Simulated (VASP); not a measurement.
Here is a VASP 6.6.1 calculation.

File INCAR:

```
PREC = Accurate
ENCUT = 520
EDIFF = 1E-7
ISMEAR = 0
SIGMA = 0.1
LREAL = F
LASPH = T
NELM = 100
ALGO = Normal
ISIF = 3
LWAVE = F
LCHARG = F
GGA = PS
IBRION = 2
NSW = 80
EDIFFG = -0.002
```

File KPOINTS:

```
Automatic mesh
0
Gamma
  18 18 18
```

POSCAR

```
Rh
1.0
    0.0000000000      1.8978500000      1.8978500000
    1.8978500000      0.0000000000      1.8978500000
    1.8978500000      1.8978500000      0.0000000000
Rh
1
Direct
    0.0000000000      0.0000000000      0.0000000000
```

Potentials or basis: VASP PAW PBE potentials, release 64 (Rh_pv).

Run with:

```console
$ cat potpaw_PBE.64/Rh_pv/POTCAR > POTCAR
$ mpirun -np 1 vasp_std > vasp.out
```

Q: Predict the band gap on the k mesh.

A: None (metal or under the smearing width).

Q: Estimate the relaxed cell.

A: a = 2.673 Å, b = 2.673 Å, c = 2.673 Å, α = 60.00°, β = 60.00°, γ = 60.00°.

Q: What does it give for the relaxed volume?

A: 13.50 Å³/atom.

The path:
```tsv
step	energy change (eV)	largest force (eV/Å)	pressure (GPa)	volume (Å³)
1	0.0000	0.0000	-3.65	13.67
2	0.0117	0.0000	10.52	13.06
3	-0.0020	0.0000	-0.02	13.50
4	-0.0020	0.0000	0.07	13.50
5	-0.0020	0.0000	-0.15	13.51
6	-0.0020	0.0000	0.00	13.50
```

Caveat: the PAW data sets were made with another functional, which shifts forces and pressure a little.
